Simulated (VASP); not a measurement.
# Gd: single point with PBE

Gd:

```
Gd
1.0
     3.63600    0.00000    0.00000
    -1.81800    3.14887    0.00000
     0.00000    0.00000    5.78260
Gd
2
Direct
  0.66667 0.33333 0.75000
  0.33333 0.66667 0.25000
```

```json
{
 "Program": "VASP 6.6.1",
 "Task": "single point",
 "Functional": "PBE",
 "Potentials or basis": "VASP PAW PBE potentials, release 64 (Gd)",
 "Cutoff": "520 eV",
 "k mesh": "8 × 8 × 5",
 "Occupations": "fermi-dirac, width 0.05 eV",
 "Spin": "collinear spin, ferromagnetic start",
 "Starting moments": "[7.0, 7.0] μB",
 "Further INCAR settings": "ALGO = Normal; EDIFF = 1e-07; NBANDS = 29"
}
```

```yaml
Pressure: 0.6 GPa
Band_gap_on_the_k_mesh: none (metal or under the smearing width)
Net_moment: 15.24 μB per cell
Site_moments: Gd +6.99 μB
Valence_electrons_inside_the_program's_atomic_spheres: Gd 15.19
```

Stress tensor (GPa, compression positive):
```
0.44 0.00 0.00
0.00 0.44 0.00
0.00 0.00 0.77
```

Levels at points of the mesh, in eV from the Fermi level:
Spin up:
```tsv
k point	band 22	band 23	band 24	band 25	band 26	band 27	band 28	band 29
(0.00, 0.00, 0.00)	-4.78	-4.77	-2.49	1.05	1.34	1.34	1.50	1.96
(0.50, 0.00, 0.00)	-4.79	-2.16	-1.74	-1.29	-0.10	1.07	1.10	1.78
```
Spin down:
```csv
k point,band 6,band 7,band 8,band 9,band 10,band 11,band 12,band 13,band 14,band 15
"(0.00, 0.00, 0.00)",-19.94,-19.94,-19.93,-4.17,-1.43,0.34,0.37,0.43,0.48,0.48
"(0.50, 0.00, 0.00)",-20.25,-20.15,-20.03,-1.06,-0.90,-0.59,0.37,0.43,0.50,0.50
```

Run time: 6.7 min on 1 thread of Intel(R) Xeon(R) Platinum 8488C (Sapphire Rapids) (shared host), peak memory 0.28 GiB.

Caveat: spin-orbit coupling is left out, which moves the levels of the heavy elements. The state reached can hang on the start; a lower one may exist.
